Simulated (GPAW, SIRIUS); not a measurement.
Given: the input of a run of SIRIUS 7.10.0 on Ni. This isn't the form of Ni at room conditions, which is fcc.

Contents of sirius.json:

```json
{
  "control": {
    "processing_unit": "cpu",
    "verbosity": 2,
    "num_bands_to_print": 27,
    "print_forces": true,
    "print_stress": true
  },
  "parameters": {
    "electronic_structure_method": "pseudopotential",
    "xc_functionals": ["XC_GGA_X_PBE_SOL", "XC_GGA_C_PBE_SOL"],
    "gk_cutoff": 9.9,
    "pw_cutoff": 19.8,
    "ngridk": [12, 12, 7],
    "shiftk": [0, 0, 0],
    "smearing": "fermi_dirac",
    "smearing_width": 0.0018374661,
    "num_bands": 27,
    "num_mag_dims": 1,
    "num_dft_iter": 100,
    "energy_tol": 1e-08,
    "density_tol": 1e-06
  },
  "iterative_solver": {
    "type": "davidson",
    "min_tolerance": 1e-09,
    "tolerance_scale": [0.1, 0.25]
  },
  "mixer": {
    "type": "anderson",
    "beta": 0.5,
    "max_history": 8
  },
  "settings": {
    "tol_ne": 1e-10,
    "pseudo_grid_cutoff": 6.5,
    "smooth_initial_mag": true
  },
  "unit_cell": {
    "lattice_vectors": [
      [4.626092823655, 0.0, 0.0],
      [-2.313046411827, 4.006313905662, 0.0],
      [0.0, 0.0, 7.696490865603]
    ],
    "atom_coordinate_units": "lattice",
    "atom_types": ["Ni"],
    "atom_files": {
      "Ni": "Ni.json"
    },
    "atoms": {
      "Ni": [
        [0.6666666667, 0.3333333333, 0.75, 0.0, 0.0, 1.0],
        [0.3333333333, 0.6666666667, 0.25, 0.0, 0.0, 1.0]
      ]
    }
  }
}
```

Potentials or basis: PseudoDojo 0.4.1 PBEsol standard (scalar relativistic).

Command:

```console
$ upf_to_json Ni.upf
$ OMP_NUM_THREADS=1 sirius.scf --input=sirius.json --output=out.json --task=0
```

Q: Set up the same calculation for GPAW 26.7.0 (ASE script). Potentials or basis there: PAW data sets generated for this functional, cutoff 600 eV.

A: As run (cutoffs and basis follow the program's own potentials, and thresholds, step limits or extra output files can differ):

Contents of run.py:

```python
from ase import Atoms
from ase.dft.bandgap import bandgap
from ase.io import write
from ase.units import Bohr, GPa
from gpaw import GPAW, PW, setup_paths
from gpaw.elf import elf_from_dft_calculation

setup_paths.insert(0, '.')

atoms = Atoms(['Ni', 'Ni'],
              cell=[[2.4480228978, 0.0, 0.0],
                    [-1.2240114489, 2.1200500186, 0.0],
                    [0.0, 0.0, 4.07280757]],
              scaled_positions=[[0.6666666667, 0.3333333333, 0.75],
                                [0.3333333333, 0.6666666667, 0.25]],
              pbc=True)
atoms.set_initial_magnetic_moments([1.0, 1.0])

calc = GPAW(mode=PW(600),
            xc='PBEsol',
            kpts={'size': (12, 12, 7), 'gamma': True},
            occupations={'name': 'fermi-dirac', 'width': 0.05},
            nbands=29,
            convergence={'density': 1e-05, 'energy': 1e-05},
            maxiter=150,
            txt='gpaw.txt')
atoms.calc = calc
energy = atoms.get_potential_energy()
forces = atoms.get_forces()
stress = atoms.get_stress()
calc.write('gs.gpw')
write('result.traj', atoms)
print(f'Energy: {energy:.6f} eV')
print('Forces (eV/A):')
print(forces.round(4))
print('Stress (GPa):', (stress / GPa).round(3))
print('Moments:', calc.get_magnetic_moments().round(3))
print('Fermi level:', round(calc.get_fermi_level(), 4), 'eV')
print(f'Gap: {bandgap(calc)[0]:.4f} eV, direct: {bandgap(calc, direct=True)[0]:.4f} eV')

# fields on the real-space grid
write('density.cube', atoms, data=calc.get_pseudo_density() * Bohr**3)
write('potential.cube', atoms, data=calc.get_electrostatic_potential())
write('spin.cube', atoms, data=(calc.get_pseudo_density(spin=0) - calc.get_pseudo_density(spin=1)) * Bohr**3)
write('elf.cube', atoms, data=elf_from_dft_calculation(calc).data)
```

Potentials or basis: PAW data sets generated in the run's folder for this functional, pw.

The run is started by

```sh
$ gpaw-setup -f PBEsol Ni
$ OMP_NUM_THREADS=1 python run.py
```

Both were run:

|  | SIRIUS | GPAW |
| --- | --- | --- |
| Pressure | -3.0 GPa | 0.0 GPa |
| Net moment | 1.32 μB per cell | 1.32 μB per cell |

The potentials hold 36 and 32 valence electrons a cell.

The magnetic state is the one that the start led to; the real crystal's order can differ.

Pressure is positive in compression.
